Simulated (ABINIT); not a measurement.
The system is KCl (Sylvite).

```
K Cl
1.0
     0.00000    3.14647    3.14647
     3.14647    0.00000    3.14647
     3.14647    3.14647    0.00000
K Cl
1 1
Direct
  0.00000 0.00000 0.00000
  0.50000 0.50000 0.50000
```

Base run:

* Program: ABINIT 10.8.3 (patched build)
* Functional: PBEsol
* Potentials or basis: PseudoDojo NC SR PBEsol v0.4.1 standard
* Cutoff: 1007 eV
* k mesh: 7 × 7 × 7
* Occupations: fermi-dirac, width 0.05 eV
* Spin: no spin polarisation

Its results: band gap on the k mesh 5.03 eV, direct; pressure -0.4 GPa.

Problem. The run is repeated on the same cell with these changes: functional from PBEsol to r2SCAN; potentials or basis from PseudoDojo NC SR PBEsol v0.4.1 standard to JTH PAW PBE v2.0; cutoff from 1007 eV to 816 eV. What comes out?

Solution. Band gap on the k mesh 5.83 eV, direct; pressure 0.1 GPa.

Caveats: an odd mesh through Γ misses points on the zone boundary, where band edges often lie (some runs); the PAW data sets were made with another functional, which shifts forces and pressure a little (some runs).
